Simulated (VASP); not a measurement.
# VASP 6.6.1 run: CdS

INCAR

```
ENCUT = 520
LASPH = .TRUE.
ISMEAR = -1
NSW = 0
NELMDL = -12
SIGMA = 0.02
METAGGA = MBJ
LWAVE = .FALSE.
NELM = 88
LCHARG = .FALSE.
IBRION = -1
ISPIN = 2
EDIFF = 1E-7
ISIF = 2
NBANDS = 16
MAGMOM = 0.5 0.5
LREAL = .FALSE.
PREC = Accurate
```

KPOINTS

```
KPOINTS created by Atomic Simulation Environment
0
Gamma
8 8 8
0 0 0
```

POSCAR

```
Cd S
 1.0000000000000000
     0.0000000000000000    2.8699323128000001    2.8699323128000001
     2.8699323128000001    0.0000000000000000    2.8699323128000001
     2.8699323128000001    2.8699323128000001    0.0000000000000000
 Cd  S
   1   1
Cartesian
  0.0000000000000000  0.0000000000000000  0.0000000000000000
  2.8699323128000001  2.8699323128000001  2.8699323128000001
```

The recommended PBE PAW datasets give the neutral cell 18 valence electrons.

Command

```
mpirun -np 1 vasp_std
```

Q: Predict the outcome of this run.

A: It converged. Results: magnetic moment of the cell 0.00 μB.

OSZICAR

```
N       E                     dE             d eps       ncg     rms          rms(c)
DAV:   1     0.411021618630E+03    0.41102E+03   -0.85841E+03  1928   0.998E+02
DAV:   2     0.304181301083E+03   -0.10684E+03   -0.99875E+02  2312   0.250E+02
DAV:   3     0.300407134244E+03   -0.37742E+01   -0.37656E+01  2176   0.481E+01
DAV:   4     0.300391543401E+03   -0.15591E-01   -0.15590E-01  2416   0.311E+00
DAV:   5     0.300391428426E+03   -0.11498E-03   -0.11497E-03  2248   0.251E-01
DAV:   6     0.300391427076E+03   -0.13502E-05   -0.13499E-05  2376   0.257E-02
DAV:   7     0.300391427057E+03   -0.18887E-07   -0.19034E-07  2320   0.276E-03
DAV:   8     0.300391427056E+03   -0.38335E-09   -0.26747E-09  1840   0.325E-04
DAV:   9     0.300391427056E+03    0.85947E-10   -0.33118E-10  1592   0.105E-04
DAV:  10     0.300391427056E+03   -0.57753E-10   -0.76289E-11  1536   0.485E-05
...
DAV:  66     0.301936615589E+03   -0.12662E-03   -0.18708E-08   992   0.965E-04    0.176E-03
DAV:  67     0.301936550278E+03   -0.65312E-04   -0.55729E-09   992   0.512E-04    0.106E-03
DAV:  68     0.301936464178E+03   -0.86100E-04   -0.37499E-09  1008   0.377E-04    0.341E-04
DAV:  69     0.301936484394E+03    0.20216E-04   -0.22814E-09   976   0.348E-04    0.520E-04
DAV:  70     0.301936447261E+03   -0.37133E-04   -0.78683E-10  1008   0.243E-04    0.583E-05
DAV:  71     0.301936453332E+03    0.60705E-05   -0.36038E-10   976   0.147E-04    0.204E-04
DAV:  72     0.301936452669E+03   -0.66244E-06   -0.77598E-11  1024   0.634E-05    0.195E-04
DAV:  73     0.301936456705E+03    0.40354E-05   -0.57979E-12  1000   0.203E-05    0.231E-04
DAV:  74     0.301936456643E+03   -0.62327E-07   -0.37577E-12  1008   0.143E-05
   1 F= 0.30193646E+03 E0= 0.30193646E+03  d E =-.875807E-11  mag=    -0.0000
```

The MBJ potential has no energy functional, so only its levels carry meaning.

For comparison, a separate PBE run of the intended cell, on usual settings and not on those above, gives a gap of 0.21 eV on its mesh and a pressure of -6.7 GPa.
